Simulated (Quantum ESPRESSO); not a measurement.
MnO in Quantum ESPRESSO: the effect of functional

The system is MnO.

```
Mn O
1.0
     0.00000    2.22391    2.22391
     2.22391    0.00000    2.22391
     2.22391    2.22391    0.00000
Mn O
1 1
Direct
  0.00000 0.00000 0.00000
  0.50000 0.50000 0.50000
```

The cell is a database's computed one.

Alike in all runs:

```yaml
Program: Quantum ESPRESSO 7.5
Task: phonons
Cutoff: 612 eV
Density_cutoff: 4898 eV
k_mesh: 8 × 8 × 8
Occupations: cold, width 0.2 eV
Spin: collinear spin, ferromagnetic start
Starting_moments: "[4.0, 0.0] μB"
```

Each run relaxes the cell or the atoms first.

| functional | potentials or basis | relaxed volume (Å³/atom) | moment (μB) |
| --- | --- | --- | --- |
| LDA | GBRV 1.5 LDA | 9.29 | 3.93 |
| PBE | GBRV 1.5 PBE | 11.03 | 4.82 |
| PBEsol | GBRV 1.5 PBEsol | ? | ? |
| BLYP | GBRV 1.5 PBE | 11.50 | 4.86 |
| RPBE | GBRV 1.5 PBE | 11.54 | 4.93 |
| PW91 | GBRV 1.5 PBE | 11.00 | 4.82 |

Question: What does the run with functional PBEsol give?

Answer: Relaxed volume 10.29 Å³/atom; moment 4.59 μB.

Caveats: the mesh is thin for the phonons of a metal; a cell with one magnetic atom can't hold antiferromagnetic order, which such compounds often take; the potentials were made for another functional, which shifts forces and pressure (some runs); the volume moved by over 15 % at a fixed basis, so the end points are rough (some runs); the acoustic modes lie far from zero, so the frequencies are unreliable (some runs); some modes are imaginary (some runs).
